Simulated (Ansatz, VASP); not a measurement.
## Be: VASP beside Ansatz

The input INCAR:

```
SYSTEM = Be
PREC = Accurate
ENCUT = 520
EDIFF = 1E-8
ISMEAR = -1
SIGMA = 0.08
LREAL = .False.
LASPH = .True.
NELM = 100
ALGO = Normal
ISIF = 2
LWAVE = .False.
LCHARG = .False.
LEFG = .True.
NBANDS = 7
```

The input KPOINTS:

```
regular mesh
0
Gamma
  20 20 20
  0 0 0
```

File POSCAR:

```
Be
1.0
    0.0000000000      1.5789469876      1.5789469876
    1.5789469876      0.0000000000      1.5789469876
    1.5789469876      1.5789469876      0.0000000000
Be
1
Direct
    0.0000000000      0.0000000000      0.0000000000
```

Input for Ansatz:

```yaml
crystal:
  lattice:
    - [0.0, 1.5789469876, 1.5789469876]
    - [1.5789469876, 0.0, 1.5789469876]
    - [1.5789469876, 1.5789469876, 0.0]
  atoms:
    - { symbol: Be, position: [0.0, 0.0, 0.0] }
kpoints:
  mp_grid: { grid: [20, 20, 20] }
  band_path:
    path:
      - [0.0, 0.0, 0.0]
      - [0.5, 0.0, 0.5]
      - [0.625, 0.25, 0.625]
      - [0.375, 0.375, 0.75]
      - [0.0, 0.0, 0.0]
      - [0.5, 0.5, 0.5]
      - [0.5, 0.25, 0.75]
      - [0.5, 0.0, 0.5]
    npoints: 5
scf:
  occupations: { method: fermi_dirac, width: 0.08 }
hamiltonian:
  xc: lda
  pseudopotentials: { kind: paw }
output:
  forces: true
  stress: true
  eigenvalues: true
  efg: { contact_densities: true }
```

Alike in both runs: task electric field gradients; functional LDA; k mesh 20 × 20 × 20; occupations fermi-dirac, width 0.08 eV; no spin polarisation.

|  | VASP | Ansatz |
| --- | --- | --- |
| version | VASP 6.6.1 | Ansatz 0.2.0 |
| potentials or method | VASP PAW LDA potentials, release 64 (Be) | PAW with Ansatz's default frozen-core files, scalar-relativistic |
| plane-wave cutoff (eV) | 520 | 420 |
| valence electrons in the cell | 2 | 2 |

|  | VASP | Ansatz | Ansatz less VASP |
| --- | --- | --- | --- |
| pressure (GPa) | -5.5 | -5.9 | -0.40 |
| Vzz of the field gradient on the site that differs most (V/Å²) | 0.0 | 0.0 | 0.00 |
